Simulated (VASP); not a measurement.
# Li2O (Fm-3m) in VASP: settings compared, part 2 of 2

VASP 6.6.1. The steps go on from the part before.

## 4. Phonons, LDA

This run uses another cell than the first one, of 7.53 Å³/atom, 0.916 times its volume.

Input file POSCAR:

```
Li2O
1.0
   -0.0000000000      2.2437556415      2.2437556415
    2.2437556415      0.0000000000      2.2437556415
    2.2437556415      2.2437556415     -0.0000000000
  Li              O
     2     1
Direct
     0.2500000000000000    0.2500000000000000    0.2500000000000000
     0.7500000000000000    0.7500000000000000    0.7500000000000000
     0.0000000000000000    0.0000000000000000    0.0000000000000000
```

Input file INCAR.step1:

```
ALGO = Fast
EDIFF = 1E-8
EDIFFG = -0.002
ENCUT = 600
GGA = CA
IBRION = 2
ISIF = 3
ISMEAR = 0
KPAR = 2
LASPH = True
LCHARG = False
LREAL = False
LWAVE = False
NELM = 80
NSW = 40
PREC = Accurate
SIGMA = 0.03
```

Input file INCAR.step2:

```
ALGO = Fast
EDIFF = 1E-8
ENCUT = 600
GGA = CA
IBRION = 6
ISIF = 2
ISMEAR = 0
KPAR = 2
LASPH = True
LCHARG = False
LREAL = False
LWAVE = False
NELM = 80
NFREE = 2
NSW = 1
POTIM = 0.015
PREC = Accurate
SIGMA = 0.03
```

Input file KPOINTS:

```
k-points
0
Gamma
  10 10 10
```

Potentials or basis: VASP PAW LDA potentials, release 64 (Li_sv, O).

The run is started by

```bash
$ cat potpaw_LDA.64/Li_sv/POTCAR potpaw_LDA.64/O/POTCAR > POTCAR
$ cp INCAR.step1 INCAR
$ mpirun -np 2 vasp_std > vasp.out
$ cp CONTCAR POSCAR
$ cp INCAR.step2 INCAR
$ mpirun -np 2 vasp_std > vasp.out
```

OUTCAR:

```text
EDIFF = 1E-8
   ENCUT = 600
   GGA = CA
   IBRION = 6
   ISIF = 2
   ISMEAR = 0
   LASPH = True
   LREAL = False
   NELM = 80
   NFREE = 2
   NSW = 1
   POTIM = 0.015
   PREC = Accurate

 ion  position               nearest neighbor table
   1  0.250  0.250  0.250-   3 1.94   3 1.94   3 1.94   3 1.94   2 2.24   2 2.24   2 2.24   2 2.24
                             2 2.24   2 2.24
   2  0.750  0.750  0.750-   3 1.94   3 1.94   3 1.94   3 1.94   1 2.24   1 2.24   1 2.24   1 2.24
                             1 2.24   1 2.24
   3  0.000  0.000  0.000-   2 1.94   2 1.94   2 1.94   1 1.94   2 1.94   1 1.94   1 1.94   1 1.94
[... 714 lines left out ...]
          X           Y           Z          XY          YZ          ZX
  --------------------------------------------------------------------------------
  x     0.00000     0.00000     0.00000     0.00000     0.00000     0.00000
  y     0.00000     0.00000     0.00000     0.00000     0.00000     0.00000
  z     0.00000     0.00000     0.00000     0.00000     0.00000     0.00000

 Eigenvectors and eigenvalues of the dynamical matrix
 ----------------------------------------------------

   1 f  =   16.906600 THz   106.227303 2PiTHz  563.943487 cm-1    69.920050 meV
             X         Y         Z           dx          dy          dz
      1.122067  1.122067  1.122067     0.705949   -0.040440   -0.000000
      3.366201  3.366201  3.366201    -0.705949    0.040440    0.000000
      0.000000  0.000000  0.000000     0.000000   -0.000000    0.000000
[... 43 lines left out ...]
   9 f/i=    0.004243 THz     0.026659 2PiTHz    0.141526 cm-1     0.017547 meV
             X         Y         Z           dx          dy          dz
      1.122067  1.122067  1.122067    -0.315768    0.363072   -0.046116
      3.366201  3.366201  3.366201    -0.315768    0.363072   -0.046116
      0.000000  0.000000  0.000000    -0.476776    0.548199   -0.069630

 ELASTIC MODULI CONTR FROM IONIC RELAXATION (kBar)
 Direction    XX          YY          ZZ          XY          YZ          ZX
 --------------------------------------------------------------------------------
 XX          -0.0000     -0.0000     -0.0000     -0.0000      0.0000     -0.0000
 YY          -0.0000     -0.0000     -0.0000     -0.0000      0.0000     -0.0000
 ZZ          -0.0000     -0.0000     -0.0000     -0.0000      0.0000     -0.0000
 XY          -0.0000     -0.0000     -0.0000    -10.7166     -0.0000     -0.0000
 YZ           0.0000      0.0000      0.0000     -0.0000    -10.7166      0.0000
 ZX          -0.0000     -0.0000     -0.0000     -0.0000      0.0000    -10.7166
 --------------------------------------------------------------------------------
```

OUTCAR.step1:

```text
EDIFF = 1E-8
   EDIFFG = -0.002
   ENCUT = 600
   GGA = CA
   IBRION = 2
   ISIF = 3
   ISMEAR = 0
   LASPH = True
   LREAL = False
[... 591 lines left out ...]
      3.36620      3.36620      3.36620        -0.000000     -0.000000     -0.000000
      2.24413      2.24413      0.00000         0.000000      0.000000     -0.000000
 -----------------------------------------------------------------------------------
    total drift:                                0.000000      0.000000      0.000000

  FREE ENERGIE OF THE ION-ELECTRON SYSTEM (eV)
  ---------------------------------------------------
  free  energy   TOTEN  =       -15.7504671067 eV

  energy  without entropy=      -15.7504671067  energy(sigma->0) =      -15.75046711

 reached required accuracy - stopping structural energy minimisation
```

Run time: 6 min. Hardware: 2 MPI ranks of AMD EPYC 7R43 (Zen 3), shared host; peak memory 0.16 GiB.

What came out:

* Relaxed volume: 7.53 Å³/atom
* Relaxed cell: a = 3.174 Å, b = 3.174 Å, c = 3.174 Å, α = 60.00°, β = 60.00°, γ = 60.00°
* Space group after relaxing (to 0.05 Å): Fm-3m (No. 225)
* Highest phonon frequency at Γ, LO-TO splitting left out: 564 cm⁻¹

Final structure:
```cif
data_structure
_symmetry_space_group_name_H-M 'P 1'
_symmetry_Int_Tables_number 1
_cell_length_a 3.1737
_cell_length_b 3.1737
_cell_length_c 3.1737
_cell_angle_alpha 60.000
_cell_angle_beta 60.000
_cell_angle_gamma 60.000
_cell_volume 22.60
loop_
_atom_site_label
_atom_site_type_symbol
_atom_site_fract_x
_atom_site_fract_y
_atom_site_fract_z
_atom_site_occupancy
Li1 Li 0.25000 0.25000 0.25000 1
Li2 Li 0.75000 0.75000 0.75000 1
O1 O 0.00000 0.00000 0.00000 1
```

Phonon frequencies in cm⁻¹ (negative: imaginary):
```
              q point                    frequencies
(0.000, 0.000, 0.000)  0 0 0 484 484 484 564 564 564
```

Caveat: the cutoff is under 1.25 times the usual one of these potentials, so pressure, stress and relaxed cells hold a basis-set (Pulay) error.

## 5. Dielectric tensor, LDA

This run uses another cell than the first one, of 7.53 Å³/atom, 0.916 times its volume.

Input file INCAR:

```
ALGO = Fast
EDIFF = 1E-8
ENCUT = 600
GGA = CA
ISIF = 2
ISMEAR = 0
KPAR = 2
LASPH = True
LCHARG = False
LEPSILON = True
LREAL = False
LWAVE = False
NELM = 80
PREC = Accurate
SIGMA = 0.03
```

Input file KPOINTS:

```
k-points
0
Monkhorst-Pack
  16 16 16
```

Input file POSCAR:

```
Li2O                                    
1.0
    0.0000000000      2.2441339782      2.2441339782
    2.2441339782      0.0000000000      2.2441339782
    2.2441339782      2.2441339782      0.0000000000
  Li              O             
     2     1
Direct
     0.2500000000000000    0.2500000000000000    0.2500000000000000
     0.7500000000000000    0.7500000000000000    0.7500000000000000
     0.0000000000000000    0.0000000000000000    1.0000000000000000
```

Potentials or basis: VASP PAW LDA potentials, release 64 (Li_sv, O).

The run is started by

```bash
$ cat potpaw_LDA.64/Li_sv/POTCAR potpaw_LDA.64/O/POTCAR > POTCAR
$ mpirun -np 2 vasp_std > vasp.out
```

OUTCAR:

```text
EDIFF = 1E-8
   ENCUT = 600
   GGA = CA
   ISIF = 2
   ISMEAR = 0
   LASPH = True
   LEPSILON = True
   LREAL = False
   NELM = 80
   PREC = Accurate

 ion  position               nearest neighbor table
   1  0.250  0.250  0.250-   3 1.94   3 1.94   3 1.94   3 1.94   2 2.24   2 2.24   2 2.24   2 2.24
                             2 2.24   2 2.24
   2  0.750  0.750  0.750-   3 1.94   3 1.94   3 1.94   3 1.94   1 2.24   1 2.24   1 2.24   1 2.24
                             1 2.24   1 2.24
   3  0.000  0.000  0.000-   2 1.94   2 1.94   2 1.94   1 1.94   2 1.94   1 1.94   1 1.94   1 1.94

  LATTYP: Found a face centered cubic cell.
 ALAT       =     4.4882679564

[... 571 lines left out ...]
    -0.00009  0.00000 -0.00000
     0.00000 -0.00009  0.00000
    -0.00000  0.00000 -0.00022

 MACROSCOPIC STATIC DIELECTRIC TENSOR (including local field effects in DFT)
 ------------------------------------------------------
           2.908624    -0.000000     0.000000
           0.000000     2.908624    -0.000000
          -0.000000     0.000000     2.908624
 ------------------------------------------------------

 PIEZOELECTRIC TENSOR (including local field effects)  for field in x, y, z        (e  Angst)
          XX          YY          ZZ          XY          YZ          ZX
  --------------------------------------------------------------------------------
  x     0.00000     0.00000     0.00000     0.00000     0.00000     0.00000
  y     0.00000     0.00000     0.00000     0.00000     0.00000     0.00000
  z     0.00000     0.00000     0.00000     0.00000     0.00000     0.00000

 PIEZOELECTRIC TENSOR (including local field effects)  for field in x, y, z        (C/m^2)
          XX          YY          ZZ          XY          YZ          ZX
  --------------------------------------------------------------------------------
  x     0.00000     0.00000     0.00000     0.00000     0.00000     0.00000
  y     0.00000     0.00000     0.00000     0.00000     0.00000     0.00000
  z     0.00000     0.00000     0.00000     0.00000     0.00000     0.00000

 BORN EFFECTIVE CHARGES (including local field effects) (in |e|, cummulative output)
 ---------------------------------------------------------------------------------
 ion    1
    1     0.88542     0.00000     0.00000
    2     0.00000     0.88542     0.00000
    3     0.00000     0.00000     0.88542
 ion    2
    1     0.88542     0.00000     0.00000
    2     0.00000     0.88542     0.00000
    3     0.00000     0.00000     0.88542
 ion    3
    1    -1.77084     0.00000     0.00000
    2     0.00000    -1.77084     0.00000
    3     0.00000     0.00000    -1.77084
```

OSZICAR:

```text
N       E                     dE             d eps       ncg     rms          rms(c)
DAV:   1     0.416731823025E+02    0.41673E+02   -0.68803E+03  8168   0.143E+03
DAV:   2    -0.124483158006E+02   -0.54121E+02   -0.51563E+02  9372   0.250E+02
DAV:   3    -0.174314713113E+02   -0.49832E+01   -0.49629E+01 14930   0.636E+01
DAV:   4    -0.175041283652E+02   -0.72657E-01   -0.72583E-01 10944   0.814E+00
[... 11 lines left out ...]
RMM:   7    -0.129073779338E+00   -0.36988E-04   -0.32190E-05 53827   0.238E-02    0.843E-04
RMM:   8    -0.129078157028E+00   -0.43777E-05   -0.86009E-06 53635   0.929E-03    0.399E-04
RMM:   9    -0.129078747468E+00   -0.59044E-06   -0.19785E-05 54805   0.396E-03    0.209E-04
RMM:  10    -0.129078190533E+00    0.55694E-06   -0.18909E-05 53715   0.180E-03    0.533E-05
RMM:  11    -0.129078040065E+00    0.15047E-06   -0.10424E-05 53541   0.871E-04    0.256E-05
RMM:  12    -0.129078123841E+00   -0.83776E-07   -0.57333E-06 50130   0.438E-04    0.571E-06
```

Run time: 79 min. Hardware: 2 MPI ranks of AMD EPYC 7R43 (Zen 3), shared host; peak memory 0.69 GiB.

What came out:

* Electronic dielectric tensor (diagonal): 2.91
* Born charges (mean of the diagonal): Li +0.89; O -1.77 e

Electronic dielectric tensor:
```
2.91 0.00 0.00
0.00 2.91 0.00
0.00 0.00 2.91
```

Born effective charge tensors (e):
atom 1, Li
```
0.89 0.00 0.00
0.00 0.89 0.00
0.00 0.00 0.89
```
atom 2, Li
```
0.89 0.00 0.00
0.00 0.89 0.00
0.00 0.00 0.89
```
atom 3, O
```
-1.77  0.00  0.00
 0.00 -1.77  0.00
 0.00  0.00 -1.77
```

Caveat: the cutoff is under 1.25 times the usual one of these potentials, so pressure, stress and relaxed cells hold a basis-set (Pulay) error.
